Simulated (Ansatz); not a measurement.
# CdSe: band gap under strain

How does strain move the band edges of wurtzite CdSe, and do the functionals agree on it? States: -2.0 % equal strain in all directions; +2.0 % strain along z alone.

The runs shown are made with Ansatz 0.2.0. PAW datasets, plane waves. Spin-unpolarised throughout; all numbers are computed.

## (1) The structure to begin with

The unstrained cell was relaxed with r2SCAN; in each strained cell the atoms were relaxed again with r2SCAN. Names of k-points are those of the unstrained zone, where strain can split equivalent points. First state: -2.0 % equal strain in all directions.

The symmetry is P6_3mc (No. 186, hexagonal); a = 4.254 Å, c = 6.935 Å in the conventional setting, 27.17 Å³ an atom. Near Cd stand 4 Se at 2.60–2.61 Å; near Se stand 4 Cd at 2.60–2.61 Å.

Structure file:

```cif
data_structure
_symmetry_space_group_name_H-M 'P6_3mc'
_symmetry_Int_Tables_number 186
_cell_length_a 4.2539
_cell_length_b 4.2539
_cell_length_c 6.9351
_cell_angle_alpha 90.000
_cell_angle_beta 90.000
_cell_angle_gamma 120.000
_cell_volume 108.68
loop_
_atom_site_label
_atom_site_type_symbol
_atom_site_symmetry_multiplicity
_atom_site_Wyckoff_symbol
_atom_site_fract_x
_atom_site_fract_y
_atom_site_fract_z
_atom_site_occupancy
Cd1 Cd 2 b 0.33333 0.66667 0.99960 1
Se1 Se 2 b 0.33333 0.66667 0.37540 1
```

From earlier runs on the unstrained cell: PBE 0.61 eV, r2SCAN 1.11 eV, HSE06 1.54 eV; a = 4.341 Å, c = 7.077 Å.

## (2) -2.0 % equal strain in all directions: PBE

input.yaml

```yaml
crystal:
  lattice:
    - [4.2539091927, 0.0, 0.0]
    - [-2.1269545964, 3.6839934263, 0.0]
    - [0.0, 0.0, 6.9351130596]
  atoms:
    - { symbol: Cd, position: [0.3333333333, 0.6666666667, -0.0004018102] }
    - { symbol: Cd, position: [0.6666666667, 0.3333333333, 0.4995981898] }
    - { symbol: Se, position: [0.3333333333, 0.6666666667, 0.3754018102] }
    - { symbol: Se, position: [0.6666666667, 0.3333333333, 0.8754018102] }
kpoints:
  mp_grid: { grid: [12, 12, 4] }
  band_path:
    path:
      - [0.0, 0.0, 0.0]
      - [0.5, 0.0, 0.0]
      - [0.3333333333, 0.3333333333, 0.0]
      - [0.0, 0.0, 0.5]
      - [0.5, 0.0, 0.5]
      - [0.3333333333, 0.3333333333, 0.5]
    npoints: 1
hamiltonian:
  xc: pbe
scf:
  occupations: { method: fermi_dirac, width: 0.02 }
  n_extra_bands: 5
output:
  forces: true
  stress: true
  eigenvalues: true
```

On the command line:

```console
ansatz run input.yaml --threads 2 --pin off --max-ram 2211MiB --backend cpu --events-out ev --progress --plain --runs-dir out
```

The runs that follow: -2.0 % equal strain in all directions: r2SCAN; -2.0 % equal strain in all directions: HSE06; +2.0 % strain along z alone: PBE; +2.0 % strain along z alone: r2SCAN; +2.0 % strain along z alone: HSE06.

**Question.** What will these runs give?

The runs gave:

Least gap in eV (negative: overlap), with the change from the unstrained cell in brackets:

```
                                state  volume change (%)           PBE        r2SCAN         HSE06
-2.0 % equal strain in all directions               -5.9  0.74 (+0.13)  1.25 (+0.14)  1.70 (+0.16)
          +2.0 % strain along z alone               +2.0  0.53 (-0.08)  1.02 (-0.09)  1.45 (-0.09)
```

What this shows: The largest move of the HSE06 gap in the table is +0.156 eV, under -2.0 % equal strain in all directions. PBE and HSE06 differ by 0.93 eV on the unstrained gap, and by at most 0.02 eV on its change: PBE follows the response to strain far better than the gap itself.
